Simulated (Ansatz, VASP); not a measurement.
# Cross-check of InSb between VASP and Ansatz, part 2 of 2

Aim: how closely do two programs agree when they are given the same cell, functional and k mesh? The cell is taken from a series of VASP runs on this material, whose earlier steps may have relaxed, scaled or displaced it; both programs get it as it stands.

VASP 6.6.1 and Ansatz 0.2.0.

So far. Step 2 (VASP: band structure, r2SCAN): The run ends at a pressure of 1.52 GPa.

### 5. VASP: band structure, LDA, spin-orbit coupling

Level of this step: LDA, spin-orbit coupling; plane waves and PAW (Sb, In_d) (VASP).

With cell and atoms fixed, the geometry can't cause a difference; cores, projectors, grids and the points listed under the comparison can.

File INCAR:

```
SYSTEM = InSb
PREC = Accurate
ENCUT = 350
EDIFF = 1E-06
NELM = 100
ISMEAR = 0
SIGMA = 0.03
LREAL = .FALSE.
ALGO = Normal
GGA = CA
LNONCOLLINEAR = .TRUE.
MAGMOM = 0 0 0 0 0 0
NBANDS = 30
GGA_COMPAT = .FALSE.
LASPH = .TRUE.
LSORBIT = .TRUE.
LORBIT = 11
LWAVE = .FALSE.
LCHARG = .FALSE.
KPAR = 4
```

File POSCAR:

```
InSb
1.0
    0.0000000000      3.2391000000      3.2391000000
    3.2391000000      0.0000000000      3.2391000000
    3.2391000000      3.2391000000      0.0000000000
Sb In
1 1
Direct
    0.7500000000      0.7500000000      0.7500000000
    0.0000000000      0.0000000000      0.0000000000
```

File KPOINTS:

```
Automatic mesh
0
Gamma
6 6 6
0 0 0
```

File KPOINTS_OPT:

```
Line mode
10
Line-mode
Reciprocal
  0.00000000   0.00000000   0.00000000 GAMMA
  0.50000000   0.00000000   0.50000000 X

  0.50000000   0.00000000   0.50000000 X
  0.50000000   0.25000000   0.75000000 W

  0.50000000   0.25000000   0.75000000 W
  0.37500000   0.37500000   0.75000000 K

  0.37500000   0.37500000   0.75000000 K
  0.00000000   0.00000000   0.00000000 GAMMA

  0.00000000   0.00000000   0.00000000 GAMMA
  0.50000000   0.50000000   0.50000000 L

  0.50000000   0.50000000   0.50000000 L
  0.62500000   0.25000000   0.62500000 U

  0.62500000   0.25000000   0.62500000 U
  0.50000000   0.25000000   0.75000000 W

  0.50000000   0.25000000   0.75000000 W
  0.50000000   0.50000000   0.50000000 L

  0.50000000   0.50000000   0.50000000 L
  0.37500000   0.37500000   0.75000000 K

  0.62500000   0.25000000   0.62500000 U
  0.50000000   0.00000000   0.50000000 X
```

Potentials, in the order of the species: Sb and In_d (LDA family, release 64).

On the command line:

```console
> mpirun -np 4 vasp_ncl
```

Numbers of over 12 decimals in the logs are rounded to 6 here.

The log of the run:

```text
[banner, memory and clock lines left out]
running    4 mpi-ranks, on    1 nodes
[...]
LDA part: xc-table for (Slater(with rela. corr.)+CA(PZ))
 , standard interpolation
 POSCAR, INCAR and KPOINTS ok, starting setup
[...]
entering main loop
       N       E                     dE             d eps       ncg     rms          rms(c)
DAV:   1     0.132164166004E+03    0.13216E+03   -0.60448E+03  1320   0.924E+02
DAV:   2     0.362456674746E+01   -0.12854E+03   -0.12431E+03  1402   0.277E+02
DAV:   3    -0.800672010321E+01   -0.11631E+02   -0.11515E+02  1648   0.103E+02
DAV:   4    -0.843355790698E+01   -0.42684E+00   -0.42629E+00  1584   0.225E+01
[...]
DAV:  11    -0.829793172175E+01   -0.16106E-04   -0.26479E-05  1696   0.708E-02    0.274E-02
DAV:  12    -0.829793067245E+01    0.10493E-05   -0.18430E-06  1484   0.107E-02    0.172E-02
DAV:  13    -0.829793027736E+01    0.39509E-06   -0.58336E-07  1092   0.629E-03
   1 F= -.82979303E+01 E0= -.82978519E+01  d E =-.156719E-03  mag=    -0.0000    -0.0000    -0.0000
 Start KPOINTS_OPT (optional k-point list driver)
k-point batch [1-22\100]
       N       E                     dE             ncg
DAV:   1     0.992924320406E+03   -0.64276E+04     1320
DAV:   2    -0.178742978265E+04   -0.27804E+04     1370
DAV:   3    -0.204392631890E+04   -0.25650E+03     1658
DAV:   4    -0.205342169229E+04   -0.94954E+01     1662
DAV:   5    -0.205397442097E+04   -0.55273E+00     2120
DAV:   6    -0.205397983701E+04   -0.54160E-02     1746
DAV:   7    -0.205398015181E+04   -0.31480E-03     2048
DAV:   8    -0.205398015898E+04   -0.71688E-05     1756
DAV:   9    -0.205398015922E+04   -0.23689E-06     1110
[...]
k-point batch [89-100\100]
       N       E                     dE             ncg
DAV:   1     0.441552959026E+04   -0.48777E+04      720
DAV:   2     0.288453579319E+04   -0.15310E+04      762
DAV:   3     0.274992825100E+04   -0.13461E+03      924
DAV:   4     0.274519690542E+04   -0.47313E+01      898
DAV:   5     0.274490497404E+04   -0.29193E+00     1132
DAV:   6     0.274490193613E+04   -0.30379E-02      932
DAV:   7     0.274490176095E+04   -0.17518E-03     1080
DAV:   8     0.274490175713E+04   -0.38255E-05      958
DAV:   9     0.274490175702E+04   -0.11347E-06      606
```

Parts of OUTCAR (step 5):

```text
  Total       -0.2580257     -0.2580257     -0.2580257      0.0000000      0.0000000      0.0000000
  in kB       -6.0823361     -6.0823361     -6.0823361      0.0000000      0.0000000      0.0000000
  external PRESSURE =      -6.0823361 kB  Pullay stress =       0.0000000 kB

 POSITION                                       TOTAL-FORCE (eV/Angst)
 -----------------------------------------------------------------------------------
      4.85865      4.85865      4.85865         0.000000      0.000000      0.000000
      0.00000      0.00000      0.00000        -0.000000     -0.000000     -0.000000
 -----------------------------------------------------------------------------------
    total drift:                                0.000000      0.000000      0.000000

  FREE ENERGIE OF THE ION-ELECTRON SYSTEM (eV)
  ---------------------------------------------------
  free  energy   TOTEN  =        -8.2979302774 eV

  energy  without entropy=       -8.2977735580  energy(sigma->0) =       -8.29785192

 magnetization (x)
# of ion       s       p       d       tot
------------------------------------------
    1       -0.000   0.000  -0.000   0.000
    2        0.000  -0.000   0.000   0.000
--------------------------------------------------
tot          0.000  -0.000  -0.000   0.000

 magnetization (y)
# of ion       s       p       d       tot
------------------------------------------
    1        0.000   0.000  -0.000  -0.000
    2       -0.000  -0.000  -0.000  -0.000
--------------------------------------------------
tot         -0.000  -0.000  -0.000  -0.000

 magnetization (z)
# of ion       s       p       d       tot
------------------------------------------
    1       -0.000  -0.000  -0.000  -0.000
    2       -0.000  -0.000  -0.000  -0.000
--------------------------------------------------
tot         -0.000  -0.000  -0.000  -0.000

[... 1 part as in an earlier step ...]

[... 2 further parts left out ...]
[key lines of the parts left out:]
E-fermi :   5.1465
```

The run ends at a pressure of -0.61 GPa.

### 6. Ansatz: band structure, LDA, spin-orbit coupling

The same cell, functional (in two slightly different forms), mesh and smearing now go to Ansatz, which takes its cutoff from its data sets.

The cell is taken from a series of VASP runs on this material, whose earlier steps may have relaxed, scaled or displaced it; both programs get it as it stands.

File input.yaml:

```yaml
crystal:
  lattice:
    - [0.0, 3.2391, 3.2391]
    - [3.2391, 0.0, 3.2391]
    - [3.2391, 3.2391, 0.0]
  atoms:
    - { symbol: Sb, position: [0.75, 0.75, 0.75] }
    - { symbol: In, position: [0.0, 0.0, 0.0] }
hamiltonian:
  xc: lda
  pseudopotentials: { kind: paw_fr }
magnetization:
  noncollinear: true
  spin_orbit: true
kpoints:
  mp_grid: { grid: [6, 6, 6] }
  band_path:
    path:
      - [0.0, 0.0, 0.0]
      - [0.16667, 0.0, 0.16667]
      - [0.33333, 0.0, 0.33333]
      - [0.5, 0.0, 0.5]
      - [0.5, 0.08333, 0.58333]
      - [0.5, 0.19444, 0.69444]
      - [0.5, 0.25, 0.75]
      - [0.45833, 0.29167, 0.75]
      - [0.40278, 0.34722, 0.75]
      - [0.375, 0.375, 0.75]
      - [0.20833, 0.20833, 0.41667]
      - [0.08333, 0.08333, 0.16667]
      - [0.0, 0.0, 0.0]
      - [0.22222, 0.22222, 0.22222]
      - [0.38889, 0.38889, 0.38889]
      - [0.51389, 0.47222, 0.51389]
      - [0.55556, 0.38889, 0.55556]
      - [0.61111, 0.27778, 0.61111]
      - [0.61111, 0.25, 0.63889]
      - [0.56944, 0.25, 0.68056]
      - [0.51389, 0.25, 0.73611]
      - [0.5, 0.27778, 0.72222]
      - [0.5, 0.38889, 0.61111]
      - [0.5, 0.47222, 0.52778]
      - [0.48611, 0.48611, 0.52778]
      - [0.43056, 0.43056, 0.63889]
      - [0.38889, 0.38889, 0.72222]
      - [0.59722, 0.19444, 0.59722]
      - [0.55556, 0.11111, 0.55556]
      - [0.5, 0.0, 0.5]
    npoints: 1
scf:
  occupations: { method: gaussian, width: 0.03 }
  n_extra_bands: 14
output:
  forces: true
  stress: true
  eigenvalues: true
```

On the command line:

```console
> ansatz run input.yaml --threads 2 --pin off --max-ram 4608MiB --backend cpu --events-out ev --progress --plain --runs-dir out
```

The log of the run:

```text
[...]
non-collinear run that drives no moment, with spin-orbit: no starting moment large enough to seed its density (crystal.atoms[].spin), no starting occupations that ask for one, no magnetisation constraint and no magnetic field, so the semilocal B_xc is pinned to zero
Crystal: 2 atoms, lattice volume = 67.968 Å³
Basis set: ecut = 420 eV, 1363 PW (Γ)
[...]
k-point 0: bands = [... 24 lower, 6.6601, 6.6601, 7.3232, 7.3232, 7.3232, 7.3232, 9.6954, 9.6954, ... 10 higher]
  k-point 1: bands = [... 24 lower, 6.4655, 6.4655, 6.9705, 6.9777, 7.9271, 7.9271, 10.2994, 10.2994, ... 10 higher]
  k-point 2: bands = [... 24 lower, 5.9927, 5.9927, 6.4800, 6.4857, 7.6327, 7.6327, 10.7325, 10.7325, ... 10 higher]
  k-point 15: bands = [... 24 lower, 4.1460, 4.4056, 4.4167, 4.4871, 9.5381, 9.6965, 9.7721, 9.7949, ... 10 higher]
[key lines of the parts left out:]
SCF converged after 8 iterations
Magnetization: |M| = 0.0000 μB,  M = (+0.0000, +0.0000, +0.0000) μB
Free energy (F): -11797.298122 eV
Fermi energy:    7.323240 eV
P = ⅓ Tr σ = -0.5406 GPa (-5.406 kbar)
```

Run time: 11 s. Hardware: 2 threads of AMD EPYC 7R43, shared host; peak memory 0.58 GiB.

### 7. Differences

What differs besides the data sets and the points named for the pairs above, as far as they apply: spin-orbit coupling enters by fully relativistic files in Ansatz and inside the spheres in VASP; the two LDA forms differ slightly; the data sets hold 28 valence electrons in Ansatz (fully relativistic PAW (standard-fr) files) and 18 in VASP; the cutoff is 420 eV in Ansatz and 350 eV in VASP; VASP's log shows a relativistic correction to its local exchange, Ansatz's none. Total energies have different zeros and are not compared.

Both answers:

```tsv
quantity	Ansatz	VASP	difference
pressure (GPa)	-0.54	-0.61	+0.07
```

Levels from 3 eV below to 2 eV above the Fermi level differ by 14 meV r.m.s. and 56 meV at most; each VASP level is matched to the nearest of Ansatz, which flatters the figure a little. Ansatz's pressure holds a Pulay correction of 0.03 GPa; VASP's holds none.

### 8. VASP: band structure, r2SCAN, spin-orbit coupling

A single point gives forces, pressure and levels at one fixed geometry, so differences don't come from the geometry; what else differs is listed under the comparison.

INCAR: that of step 5 with these lines changed.

```diff
@@ -9,3 +9,4 @@
 ALGO = Normal
-GGA = CA
+METAGGA = R2SCAN
+LASPH = .TRUE.
 LNONCOLLINEAR = .TRUE.
@@ -14,3 +15,2 @@
 GGA_COMPAT = .FALSE.
-LASPH = .TRUE.
 LSORBIT = .TRUE.
```

POSCAR is that of step 5.

KPOINTS is that of step 5.

KPOINTS_OPT is that of step 5.

Potentials, in the order of the species: Sb and In_d (PBE family, release 64).

On the command line:

```console
> mpirun -np 4 vasp_ncl
```

The log of the run:

```text
[banner, memory and clock lines left out]
running    4 mpi-ranks, on    1 nodes
[...]
[... a notice as in an earlier step ...]

 LDA part: xc-table for (None), standard interpolation
 POSCAR, INCAR and KPOINTS ok, starting setup
[...]
entering main loop
       N       E                     dE             d eps       ncg     rms          rms(c)
DAV:   1     0.904431347390E+02    0.90443E+02   -0.62265E+03  1320   0.949E+02
DAV:   2    -0.397477882106E+02   -0.13019E+03   -0.12587E+03  1412   0.284E+02
DAV:   3    -0.514610849756E+02   -0.11713E+02   -0.11600E+02  1612   0.105E+02
DAV:   4    -0.518860744279E+02   -0.42499E+00   -0.42444E+00  1616   0.225E+01
[...]
DAV:  11    -0.488257077237E+02    0.55567E-04   -0.24425E-04  1510   0.150E-01    0.219E-02
DAV:  12    -0.488257184167E+02   -0.10693E-04   -0.20945E-05  1498   0.474E-02    0.166E-02
DAV:  13    -0.488257192245E+02   -0.80784E-06   -0.44175E-06  1360   0.221E-02
   1 F= -.48825719E+02 E0= -.48825614E+02  d E =-.210140E-03  mag=     0.0000     0.0000    -0.0000
 Start KPOINTS_OPT (optional k-point list driver)
k-point batch [1-22\100]
       N       E                     dE             ncg
DAV:   1     0.911593714240E+03   -0.65090E+04     1320
DAV:   2    -0.190536251854E+04   -0.28170E+04     1356
DAV:   3    -0.216494196393E+04   -0.25958E+03     1628
DAV:   4    -0.217439282598E+04   -0.94509E+01     1686
DAV:   5    -0.217498717302E+04   -0.59435E+00     2250
DAV:   6    -0.217499240573E+04   -0.52327E-02     1772
DAV:   7    -0.217499268712E+04   -0.28139E-03     2102
DAV:   8    -0.217499269568E+04   -0.85678E-05     1742
DAV:   9    -0.217499269601E+04   -0.32091E-06     1142
[...]
k-point batch [89-100\100]
       N       E                     dE             ncg
DAV:   1     0.436892503075E+04   -0.49243E+04      720
DAV:   2     0.281922886772E+04   -0.15497E+04      766
DAV:   3     0.268178765836E+04   -0.13744E+03      894
DAV:   4     0.267688638485E+04   -0.49013E+01      900
DAV:   5     0.267657809033E+04   -0.30829E+00     1190
DAV:   6     0.267657482605E+04   -0.32643E-02      950
DAV:   7     0.267657465290E+04   -0.17315E-03     1108
DAV:   8     0.267657464813E+04   -0.47755E-05      910
DAV:   9     0.267657464793E+04   -0.19355E-06      574
```

Parts of OUTCAR (step 8):

```text
  Total        0.6551702      0.6551702      0.6551702      0.0000000      0.0000000      0.0000000
  in kB       15.4440653     15.4440653     15.4440653      0.0000000      0.0000000      0.0000000
  external PRESSURE =      15.4440653 kB  Pullay stress =       0.0000000 kB

 POSITION                                       TOTAL-FORCE (eV/Angst)
 -----------------------------------------------------------------------------------
      4.85865      4.85865      4.85865         0.000000      0.000000     -0.000000
      0.00000      0.00000      0.00000        -0.000000     -0.000000      0.000000
 -----------------------------------------------------------------------------------
    total drift:                                0.000000      0.000000      0.000000

  FREE ENERGIE OF THE ION-ELECTRON SYSTEM (eV)
  ---------------------------------------------------
  free  energy   TOTEN  =       -48.8257192245 eV

  energy  without entropy=      -48.8255090848  energy(sigma->0) =      -48.82561415

 magnetization (x)
# of ion       s       p       d       tot
------------------------------------------
    1       -0.000   0.000  -0.000  -0.000
    2        0.000  -0.000  -0.000   0.000
--------------------------------------------------
tot          0.000  -0.000  -0.000  -0.000

 magnetization (y)
# of ion       s       p       d       tot
------------------------------------------
    1       -0.000  -0.000   0.000  -0.000
    2        0.000   0.000   0.000   0.000
--------------------------------------------------
tot          0.000  -0.000   0.000   0.000

 magnetization (z)
# of ion       s       p       d       tot
------------------------------------------
    1        0.000  -0.000  -0.000   0.000
    2        0.000  -0.000  -0.000   0.000
--------------------------------------------------
tot          0.000  -0.000  -0.000   0.000

[... 2 parts as in an earlier step ...]

[... 1 further part left out ...]
[key lines of the parts left out:]
E-fermi :   5.1783
```

The run ends at a pressure of 1.54 GPa.

### 9. Ansatz: band structure, r2SCAN, spin-orbit coupling

The same cell, functional, mesh and smearing now go to Ansatz, which takes its cutoff from its data sets.

The cell is taken from a series of VASP runs on this material, whose earlier steps may have relaxed, scaled or displaced it; both programs get it as it stands.

input.yaml: that of step 6 with these lines changed.

```diff
@@ -9,3 +9,3 @@
 hamiltonian:
-  xc: lda
+  xc: r2scan
   pseudopotentials: { kind: paw_fr }
```

On the command line:

```console
> ansatz run input.yaml --threads 2 --pin off --max-ram 4608MiB --backend cpu --events-out ev --progress --plain --runs-dir out
```

The log of the run:

```text
[...]
Crystal: 2 atoms, lattice volume = 67.968 Å³
Basis set: ecut = 500 eV, 1759 PW (Γ), exchange–correlation on 144×144×144 points (64 copies of the dense FFT grid, shifted against one another)
Bands: 42, of which v1, the nominal top of the filled ones, is band 28 counted from 1 (27 counted from 0)
[...]
k-point 1: bands = [... 24 lower, 6.6133, 6.6133, 7.0788, 7.0862, 8.4988, 8.4988, 10.7568, 10.7568, ... 10 higher]
  k-point 2: bands = [... 24 lower, 6.1129, 6.1129, 6.5708, 6.5767, 8.2086, 8.2086, 11.2031, 11.2031, ... 10 higher]
  k-point 15: bands = [... 24 lower, 4.2028, 4.4626, 4.4660, 4.5408, 10.0388, 10.1911, 10.2528, 10.2690, ... 10 higher]
[key lines of the parts left out:]
SCF converged after 8 iterations
Magnetization: |M| = 0.0000 μB,  M = (+0.0000, +0.0000, +0.0000) μB
Free energy (F): -12090.996647 eV
Fermi energy:    7.452747 eV
P = ⅓ Tr σ = 1.7052 GPa (17.052 kbar)
```

Wall time 22 s (2 threads); peak memory 0.8 GiB; 42 s of CPU time.

### 10. Side by side

The two programs side by side:

```tsv
quantity	Ansatz	VASP	difference
pressure (GPa)	1.71	1.54	+0.16
```

Levels from 3 eV below to 2 eV above the Fermi level differ by 6 meV r.m.s. and 21 meV at most; each VASP level is matched to the nearest of Ansatz, which flatters the figure a little.

### 11. Summary of results

| Property | Result |
| --- | --- |
| difference in gap over the path points (band structure, r2SCAN) | 0.0020 eV |
| r.m.s. difference of levels near the Fermi level (band structure, LDA, spin-orbit coupling) | 14 meV |
| r.m.s. difference of levels near the Fermi level (band structure, r2SCAN, spin-orbit coupling) | 6.3 meV |

What this shows: The r.m.s. difference of levels near the Fermi level is 14 meV (band structure, LDA, spin-orbit coupling), within the 80 meV picked in this series as the mark of a large difference. How closely two codes agree says nothing of how well the functional describes the real material.

[Lines on the potential files, build, host, timing and source positions are cut from VASP's logs without a mark.]

[Logs are printed without paths, hosts, clocks, repeated set-up lines and the standing remarks that a program may print on its own settings, such as how far it seeks lower states.]

[Hosts, paths, dates, database ids (printed as entryN), source tags and the programs' standing remarks are cut or masked in the printed files.]
